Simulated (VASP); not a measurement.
# Sb2S3 (Pnma) in VASP: single point with PBE

Aim: the single point of Sb2S3 with PBE.

Everything below comes from runs of VASP 6.6.1. Logs are shortened: lines on timing, memory, paths and dates and some standing lists are left out, and cuts for length are marked.

**1. The structure**

It takes space group Pnma (No. 62, orthorhombic). Conventional cell: a = 11.800 Å, b = 3.845 Å, c = 11.367 Å, α = 90.00°, β = 90.00°, γ = 90.00°. Sb (site symmetry m) is surrounded by 3 S at 2.46 to 2.69 Å. Sb (site symmetry m) has 3 S at 2.52 to 2.54 Å as nearest neighbours. S (site symmetry m) has 2 Sb at 2.54 Å as nearest neighbours. Around S (site symmetry m) lie 1 Sb at 2.46 Å. S (site symmetry m) is surrounded by 3 Sb at 2.52 to 2.69 Å.

The cell is a database's computed one.

**2. Single point, PBE**

File INCAR:

```
SYSTEM = Sb2S3
PREC     = Accurate       ! precision mode
ENCUT    = 520            ! plane-wave cutoff, eV
EDIFF    = 1E-7           ! SCF threshold, eV
ISMEAR   = 0              ! smearing method
SIGMA    = 0.1            ! smearing width, eV
LREAL    = Auto         
LASPH    = .True.         ! aspherical terms in the spheres
NELM     = 100            ! most SCF steps
ALGO     = Fast           ! electronic algorithm
ISIF     = 2              ! what is computed and relaxed
LWAVE    = .False.        ! write WAVECAR
LCHARG   = .False.        ! write CHGCAR
GGA      = PE             ! functional
NBANDS   = 72             ! bands
```

File KPOINTS:

```
regular mesh
0
Gamma
  2 4 2
  0 0 0
```

File POSCAR:

```
Sb2S3
1.0
   11.8001184500      0.0000000000      0.0000000000
    0.0000000000      3.8447330000      0.0000000000
    0.0000000000      0.0000000000     11.3671407700
Sb S
8 12
Direct
    0.8573504100      0.7500000000      0.4655836200
    0.1426496100      0.2500000000      0.5344163800
    0.6426495900      0.2500000000      0.9655836200
    0.3573504100      0.7500000000      0.0344163800
    0.9669436200      0.2500000000      0.1730826600
    0.0330564000      0.7500000000      0.8269173500
    0.5330563800      0.7500000000      0.6730826500
    0.4669435900      0.2500000000      0.3269173200
    0.8759271500      0.7500000000      0.0614694900
    0.1240728400      0.2500000000      0.9385305000
    0.6240728500      0.2500000000      0.5614695000
    0.3759271500      0.7500000000      0.4385305000
    0.0485414500      0.7500000000      0.3792320500
    0.9514585700      0.2500000000      0.6207679500
    0.4514585400      0.2500000000      0.8792320500
    0.5485414300      0.7500000000      0.1207679600
    0.3002492800      0.2500000000      0.1885476100
    0.6997507200      0.7500000000      0.8114523900
    0.1997507400      0.7500000000      0.6885476100
    0.8002492800      0.2500000000      0.3114523900
```

Potentials or basis: VASP PAW PBE potentials, release 64 (Sb, S).

Started as:

```bash
$ cat potpaw_PBE.64/Sb/POTCAR potpaw_PBE.64/S/POTCAR > POTCAR
$ mpirun -np 1 vasp_std > vasp.out
```

OUTCAR:

```text
SYSTEM = Sb2S3
   PREC = Accurate
   ENCUT = 520
   EDIFF = 1E-7
   ISMEAR = 0
   LREAL = Auto
   LASPH = .True.
   NELM = 100
   ISIF = 2
   GGA = PE

 ion  position               nearest neighbor table
   1  0.857  0.750  0.466-  13 2.46  20 2.69  20 2.69  14 2.84  14 2.84
   2  0.143  0.250  0.534-  14 2.46  19 2.69  19 2.69  13 2.84  13 2.84
   3  0.643  0.250  0.966-  15 2.46  18 2.69  18 2.69  16 2.84  16 2.84
   4  0.357  0.750  0.034-  16 2.46  17 2.69  17 2.69  15 2.84  15 2.84
   5  0.967  0.250  0.173-  20 2.52   9 2.54   9 2.54  13 3.18  13 3.18  10 3.25
   6  0.033  0.750  0.827-  19 2.52  10 2.54  10 2.54  14 3.18  14 3.18   9 3.25
   7  0.533  0.750  0.673-  18 2.52  11 2.54  11 2.54  15 3.18  15 3.18  12 3.25
   8  0.467  0.250  0.327-  17 2.52  12 2.54  12 2.54  16 3.18  16 3.18  11 3.25
   9  0.876  0.750  0.061-   5 2.54   5 2.54   6 3.25
  10  0.124  0.250  0.939-   6 2.54   6 2.54   5 3.25
  11  0.624  0.250  0.561-   7 2.54   7 2.54   8 3.25
  12  0.376  0.750  0.439-   8 2.54   8 2.54   7 3.25
  13  0.049  0.750  0.379-   1 2.46   2 2.84   2 2.84   5 3.18   5 3.18
  14  0.951  0.250  0.621-   2 2.46   1 2.84   1 2.84   6 3.18   6 3.18
  15  0.451  0.250  0.879-   3 2.46   4 2.84   4 2.84   7 3.18   7 3.18
  16  0.549  0.750  0.121-   4 2.46   3 2.84   3 2.84   8 3.18   8 3.18
  17  0.300  0.250  0.189-   8 2.52   4 2.69   4 2.69
  18  0.700  0.750  0.811-   7 2.52   3 2.69   3 2.69
  19  0.200  0.750  0.689-   6 2.52   2 2.69   2 2.69
  20  0.800  0.250  0.311-   5 2.52   1 2.69   1 2.69

  LATTYP: Found a simple orthorhombic cell.
 ALAT       =     3.8447330000
 B/A-ratio  =     2.9565488085
 C/A-ratio  =     3.0691646078

  Lattice vectors:

 A1 = (   0.0000000000,   3.8447330000,   0.0000000000)
 A2 = (   0.0000000000,   0.0000000000,  11.3671407700)
 A3 = (  11.8001184500,   0.0000000000,   0.0000000000)

Analysis of symmetry for initial positions (statically):
=====================================================================
 Subroutine PRICEL returns:
 Original cell was already a primitive cell.

 Routine SETGRP: Setting up the symmetry group for a
 simple orthorhombic supercell.

 Subroutine GETGRP returns: Found  8 space group operations
 (whereof  2 operations were pure point group operations)
 out of a pool of  8 trial point group operations.

The static configuration has the point symmetry S_2 .
 The point group associated with its full space group is D_2h.

Analysis of symmetry for dynamics (positions and initial velocities):
=====================================================================
 Subroutine PRICEL returns:
 Original cell was already a primitive cell.

 Routine SETGRP: Setting up the symmetry group for a
 simple orthorhombic supercell.

 Subroutine GETGRP returns: Found  8 space group operations
 (whereof  2 operations were pure point group operations)
 out of a pool of  8 trial point group operations.

The dynamic configuration has the point symmetry S_2 .
 The point group associated with its full space group is D_2h.

 Subroutine INISYM returns: Found  8 space group operations
 (whereof  2 operations are pure point group operations),
 and found     1 'primitive' translations

----------------------------------------------------------------------------------------

                                     Primitive cell

  volume of cell :     515.7079

  direct lattice vectors                    reciprocal lattice vectors
    11.800118450  0.000000000  0.000000000     0.084744912  0.000000000  0.000000000
     0.000000000  3.844733000  0.000000000     0.000000000  0.260096085  0.000000000
     0.000000000  0.000000000 11.367140770     0.000000000  0.000000000  0.087972870

  length of vectors
    11.800118450  3.844733000 11.367140770     0.084744912  0.260096085  0.087972870

  position of ions in fractional coordinates (direct lattice)
     0.857350410  0.750000000  0.465583620
     0.142649610  0.250000000  0.534416380
     0.642649590  0.250000000  0.965583620
     0.357350410  0.750000000  0.034416380
     0.966943620  0.250000000  0.173082660
     0.033056400  0.750000000  0.826917350
[... 12 lines left out ...]
     0.199750740  0.750000000  0.688547610
     0.800249280  0.250000000  0.311452390

  ion indices of the primitive-cell ions
   primitive index   ion index
                 1           1
                 2           2
                 3           3
                 4           4
                 5           5
                 6           6
[... 12 lines left out ...]
                19          19
                20          20

----------------------------------------------------------------------------------------

 KPOINTS: regular mesh

Automatic generation of k-mesh.
 Grid dimensions read from file:
 generate k-points for:    2    4    2

 Generating k-lattice:

  Cartesian coordinates                     Fractional coordinates (reciprocal lattice)
     0.042372456  0.000000000  0.000000000     0.500000000  0.000000000  0.000000000
     0.000000000  0.065024021  0.000000000     0.000000000  0.250000000  0.000000000
     0.000000000  0.000000000  0.043986435     0.000000000  0.000000000  0.500000000

  Length of vectors
     0.042372456  0.065024021  0.043986435

  Shift w.r.t. Gamma in fractional coordinates (k-lattice)
     0.000000000  0.000000000  0.000000000

 Subroutine IBZKPT returns following result:
 ===========================================

 Found     12 irreducible k-points:

 Following reciprocal coordinates:
            Coordinates               Weight
  0.000000  0.000000  0.000000      1.000000
  0.500000  0.000000  0.000000      1.000000
  0.000000  0.250000  0.000000      2.000000
  0.500000  0.250000  0.000000      2.000000
  0.000000  0.500000  0.000000      1.000000
  0.500000  0.500000  0.000000      1.000000
  0.000000  0.000000  0.500000      1.000000
  0.500000  0.000000  0.500000      1.000000
  0.000000  0.250000  0.500000      2.000000
  0.500000  0.250000  0.500000      2.000000
  0.000000  0.500000  0.500000      1.000000
  0.500000  0.500000  0.500000      1.000000
   k-points           NKPTS =     12   k-points in BZ     NKDIM =     12   number of bands    NBANDS=     72
   number of dos      NEDOS =    301   number of ions     NIONS =     20
   total plane-waves  NPLWV = 243000
   dimension x,y,z NGX =    90 NGY =   30 NGZ =   90
   dimension x,y,z NGXF=   180 NGYF=   60 NGZF=  180
   ions per type =               8  12
   NGX,Y,Z   is equivalent  to a cutoff of  12.68, 12.97, 13.16 a.u.
   NGXF,Y,Z  is equivalent  to a cutoff of  25.36, 25.94, 26.33 a.u.
 SYSTEM =  Sb2S3
   PREC   = accura    normal or accurate (medium, high low for compatibility)
   ISTART =      0    job   : 0-new  1-cont  2-samecut
   ICHARG =      2    charge: 1-file 2-atom 10-const
   ISPIN  =      1    spin polarized calculation?
   LNONCOLLINEAR =      F non collinear calculations
   LSORBIT =      F    spin-orbit coupling
   LASPH  =      T    aspherical Exc in radial PAW
   ENCUT  =  520.0 eV  38.22 Ry    6.18 a.u.  21.94  7.15 21.14*2*pi/ulx,y,z
   NELM   =    100;   NELMIN=  2; NELMDL= -5     # of ELM steps
   EDIFF  = 0.1E-06   stopping-criterion for ELM
   LREAL  =      T    real-space projection
   EDIFFG = 0.1E-05   stopping-criterion for IOM
   NSW    =      0    number of steps for IOM
   IBRION =     -1    ionic relax: 0-MD 1-quasi-New 2-CG
   NFREE  =      0    steps in history (QN), initial steepest desc. (CG)
   ISIF   =      2    stress and relaxation
   ISYM   =      2    0-nonsym 1-usesym 2-fastsym
   POTIM  = 0.5000    time-step for ionic-motion
   TEBEG  =    0.0;   TEEND  =   0.0 temperature during run
   PSTRESS=    0.0 pullay stress
   NELECT =     112.0000    total number of electrons
   NUPDOWN=      -1.0000    fix difference up-down
   EMIN   =  10.00;   EMAX   =-10.00  energy-range for DOS
   EFERMI =   0.00;   METHOD = LEGACY
   ISMEAR =     0;   SIGMA  =   0.10  broadening in eV -4-tet -1-fermi 0-gaus
   EFERMI_NEDOS =   21; number of points for ismear=-14 and -15
   IALGO  =     68    algorithm
   IMIX   =      4    mixing-type and parameters
     AMIX     =   0.40;   BMIX     =  1.00
     AMIX_MAG =   1.60;   BMIX_MAG =  1.00
  volume/ion in A,a.u.               =      25.79       174.01
  Fermi-wavevector in a.u.,A,eV,Ry     =   0.984040  1.859567 13.175003  0.968335
  Thomas-Fermi vector in A             =   2.115243
   LORBIT       =      0    0 simple, 1 ext, 2 COOP (PROOUT), +10 PAW based schemes
   GGA     = PE    functional components
   LHFCALC =     F    Hartree Fock is set to
   AEXX    =    0.0000 exact exchange contribution
   IVDW    =     0    specifies the selected vdW correction
   LEPSILON=     F    determine dielectric tensor
   LRPA    =     F    only Hartree local field effects (RPA)
 non-spin polarized calculation
 RMM-DIIS sequential band-by-band and
 Gauss-broadening in eV      SIGMA  =   0.10
  energy-cutoff  :      520.00
  volume of cell :      515.71
 maximum number of plane-waves:     13916
 NGX is ok and might be reduce to    90
   NGX = 43   NGY = 15   NGZ = 43

 number of electron     111.9999986 magnetization

 Free energy of the ion-electron system (eV)
  ---------------------------------------------------
  ext. energy  EPLUGINS =         0.00000000
  ---------------------------------------------------
  free energy    TOTEN  =       -87.75510384 eV

  energy without entropy =      -87.75510384  energy(sigma->0) =      -87.75510384

 E-fermi :   5.0375     XC(G=0):  -9.1162

 val. band max:        4.5564814925   @ k =   0.0000   0.0000   0.0000
 cond. band min:       5.8870154026   @ k =   0.0000   0.0000   0.5000
 fundamental gap:      1.3305339101
 Fermi energy:         5.0374870977

 k-point     1 :       0.0000    0.0000    0.0000
  band No.  band energies     occupation
      1      -9.5312      2.00000
      2      -9.3607      2.00000
      3      -8.8680      2.00000
      4      -8.7693      2.00000
      5      -8.6263      2.00000
      6      -8.4885      2.00000
[... 60 lines left out ...]
     67       7.4363      0.00000
     68       7.6499      0.00000

 k-point     2 :       0.5000    0.0000    0.0000
  band No.  band energies     occupation
      1      -9.4551      2.00000
      2      -9.4551      2.00000
      3      -8.8067      2.00000
      4      -8.8067      2.00000
      5      -8.5714      2.00000
      6      -8.5714      2.00000
[... 60 lines left out ...]
     67       7.6489      0.00000
     68       7.6611      0.00000

 k-point     3 :       0.0000    0.2500    0.0000
  band No.  band energies     occupation
      1      -9.0785      2.00000
      2      -8.9254      2.00000
      3      -8.4636      2.00000
      4      -8.3775      2.00000
      5      -8.2063      2.00000
      6      -8.1114      2.00000
[... 628 lines left out ...]
     67       8.0118      0.00000
     68       8.0131      0.00000

 k-point    12 :       0.5000    0.5000    0.5000
  band No.  band energies     occupation
      1      -7.9199      2.00000
      2      -7.9199      2.00000
      3      -7.9199      2.00000
      4      -7.9199      2.00000
      5      -7.6578      2.00000
      6      -7.6578      2.00000
[... 60 lines left out ...]
     67       8.0101      0.00000
     68       8.0109      0.00000
 [bands above 68 left out]

------------------------ aborting loop because EDIFF is reached ----------------------------------------

  FORCE on cell =-STRESS in cart. coord.  units (eV):
  Direction    XX          YY          ZZ          XY          YZ          ZX
  --------------------------------------------------------------------------------------
  -------------------------------------------------------------------------------------
  Total        4.6203690      4.3749930      2.7961792      0.0000000      0.0000000      0.0000000
  in kB       14.3543473     13.5920248      8.6870396      0.0000000      0.0000000      0.0000000
  external PRESSURE =      12.2111372 kB  Pullay stress =       0.0000000 kB

 VOLUME and BASIS-vectors are now :
 -----------------------------------------------------------------------------
  energy-cutoff  :      520.00
  volume of cell :      515.71
      direct lattice vectors                 reciprocal lattice vectors
    11.800118450  0.000000000  0.000000000     0.084744912  0.000000000  0.000000000
     0.000000000  3.844733000  0.000000000     0.000000000  0.260096085  0.000000000
     0.000000000  0.000000000 11.367140770     0.000000000  0.000000000  0.087972870

 POSITION                                       TOTAL-FORCE (eV/Angst)
 -----------------------------------------------------------------------------------
     10.11684      2.88355      5.29235        -0.162485      0.000000      0.109981
      1.68328      0.96118      6.07479         0.162485      0.000000     -0.109981
      7.58334      0.96118     10.97592         0.162485      0.000000      0.109981
      4.21678      2.88355      0.39122        -0.162485      0.000000     -0.109981
     11.41005      0.96118      1.96745         0.223831      0.000000      0.088726
      0.39007      2.88355      9.39969        -0.223831      0.000000     -0.088726
[... 12 lines left out ...]
      2.35708      2.88355      7.82682         0.181567      0.000000     -0.017078
      9.44304      0.96118      3.54032        -0.181567      0.000000      0.017078
 -----------------------------------------------------------------------------------
    total drift:                               -0.001316     -0.000014      0.000831

  FREE ENERGIE OF THE ION-ELECTRON SYSTEM (eV)
  ---------------------------------------------------
  free  energy   TOTEN  =       -87.7551038380 eV

  energy  without entropy=      -87.7551038380  energy(sigma->0) =      -87.75510384
```

It took 12 min on 1 thread of Intel Xeon Platinum 8488C (Sapphire Rapids), shared host; peak memory 0.66 GiB.

Results:

* Free energy: -87.7551 eV
* Pressure: 1.2 GPa
* Largest force: 0.248 eV/Å
* Band gap on the k mesh: 1.33 eV, indirect (least direct gap 1.38 eV)

Forces on the atoms (eV/Å):
```
Sb  -0.162  0.000  0.110
Sb   0.162  0.000 -0.110
Sb   0.162  0.000  0.110
Sb  -0.162  0.000 -0.110
Sb   0.224  0.000  0.089
Sb  -0.224  0.000 -0.089
Sb  -0.224  0.000  0.089
Sb   0.224  0.000 -0.089
S   -0.120  0.000 -0.154
S    0.120  0.000  0.154
S    0.120  0.000 -0.154
S   -0.120  0.000  0.154
S    0.153  0.000 -0.196
S   -0.153  0.000  0.196
S   -0.153  0.000 -0.196
S    0.153  0.000  0.196
S   -0.182  0.000 -0.017
S    0.182  0.000  0.017
S    0.182  0.000 -0.017
S   -0.182  0.000  0.017
```

Caveat: spin-orbit coupling is left out, which moves the levels of the heavy elements.
